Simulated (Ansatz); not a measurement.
# Cu, space group P2/m: a band structure

With the Python package of Ansatz (0.2.0).

The script reads `POSCAR`:
```text
Cu
1.0
  11.57025395    0.00000000    0.00000000
   0.00000000    2.23821210    0.00000000
  -4.59562394    0.00000000   21.74338835
Cu
1
Direct
   0.50000000    0.50000000    0.50000000
```

The cells in order, each with its output:

```python
import ansatz as az
from ase.io import read
import numpy as np
```

```python
atoms = read('POSCAR', format='vasp')
structure = az.Crystal.from_ase(atoms)
```

```python
structure.resolved().sites[-1]
```

    Site(symbol='Cu', position=(0.5, 0.5, 0.5), moment=None, axis=None, held=None, saved=None)

```python
# high-symmetry points in fractions of the reciprocal vectors
path = [
    ('G', (0.0, 0.0, 0.0)),
    ('Z', (0.0, 0.5, 0.0)),
    ('D', (0.0, 0.5, 0.5)),
    ('B', (0.0, 0.0, 0.5)),
    ('G', (0.0, 0.0, 0.0)),
]
job = (
    structure.calculation()
    .functional(az.Functional.PBE)
    .kpoints(spacing=0.29)
    .occupations('methfessel_paxton', width=0.05)
    .mixing('msr1', preconditioner='resta')
    .scf(extra_bands=16)
    .band_structure([point for _, point in path], intervals=6)
    .scf(extra_bands=8)
)
session = job.session()
planned = session.plan(threads=1)
outcome = planned.execute()
r = outcome.report
```

    DeckWarning: basis.ecutwfc = 420 eV, auto-derived from the records' recommended cutoffs: set by Cu (normal level)

```python
r['free_energy_ev']
```

    -6623.156232203175

```python
print('%-22s %14.5f eV' % ('F = E - TS', r['free_energy_ev']))
print('%-22s %14.5f eV' % ('E', r['internal_energy_ev']))
print('%-22s %14.5f eV' % ('Harris-Foulkes', r['harris_foulkes_ev']))
print('%-22s %14.5f eV' % ('Fermi level', r['fermi_energy_ev']))
```

    F = E - TS                -6623.15623 eV
    E                         -6623.15624 eV
    Harris-Foulkes            -6623.15623 eV
    Fermi level                  -4.41653 eV

```python
bands = outcome.band_structure()
fermi = bands.fermi_energy_ev
print(f'zero of the bands: {fermi:.3f} eV, the Fermi level found on the SCF mesh')
for spin, channel in enumerate(bands.channels):
    levels = channel.eigenvalues_ev - fermi
    crossing = [b for b in range(levels.shape[1]) if levels[:, b].min() < 0 < levels[:, b].max()]
    print(f'channel {spin}: bands that cross the Fermi level on this path:', [b + 1 for b in crossing] or 'none')
    shown = crossing or sorted(np.argsort(np.abs(levels).min(axis=0))[:2])
    for k, row in zip(bands.kpoints_frac, levels[:, shown]):
        print(f'{k[0]:7.3f} {k[1]:7.3f} {k[2]:7.3f}  ', ' '.join(f'{e:8.3f}' for e in row))
```

    zero of the bands: -4.417 eV, the Fermi level found on the SCF mesh
    channel 0: bands that cross the Fermi level on this path: [10]
      0.000   0.000   0.000     -0.158
      0.000   0.083   0.000     -0.360
      0.000   0.167   0.000     -0.804
      0.000   0.250   0.000     -0.452
      0.000   0.333   0.000      0.748
      0.000   0.417   0.000      2.617
      0.000   0.500   0.000      4.004
      0.000   0.500   0.083      4.004
      0.000   0.500   0.167      4.004
      0.000   0.500   0.250      4.004
      0.000   0.500   0.333      4.004
      0.000   0.500   0.417      4.004
      0.000   0.500   0.500      4.004
      0.000   0.417   0.500      2.617
      0.000   0.333   0.500      0.748
      0.000   0.250   0.500     -0.452
      0.000   0.167   0.500     -0.804
      0.000   0.083   0.500     -0.360
      0.000   0.000   0.500     -0.158
      0.000   0.000   0.417     -0.158
      0.000   0.000   0.333     -0.158
      0.000   0.000   0.250     -0.158
      0.000   0.000   0.167     -0.158
      0.000   0.000   0.083     -0.158
      0.000   0.000   0.000     -0.158

What to keep in mind:
- These settings explore the input space; cutoff and mesh may be short of convergence.
- The cell holds an odd number of electrons and is run without spin, so a magnetic state may lie lower.
- The cell holds layers, chains or clusters in vacuum, no bulk phase.
- The computed bands are complete only to about 5.5 eV above the Fermi level.
- The mesh is modest for a metal, so energies can be off by several to tens of meV an atom and pressures by half a GPa or more; differences at equal mesh fare better.
- An absolute Fermi energy rests on an arbitrary zero of the periodic potential and has no direct meaning.
- Legs of the path along the vacuum direction only repeat the in-plane bands.
- This isn't the structure that Cu takes at ambient conditions.
- Gaps and levels are Kohn-Sham values on a finite set of k-points.
- Warnings are shown shortened and without file and line.
- Run time: 11 s on 1 thread of Arm Neoverse V2 (shared host), peak memory 0.64 GiB.

(Lines on the test bed's own set-up are left out of the output.)
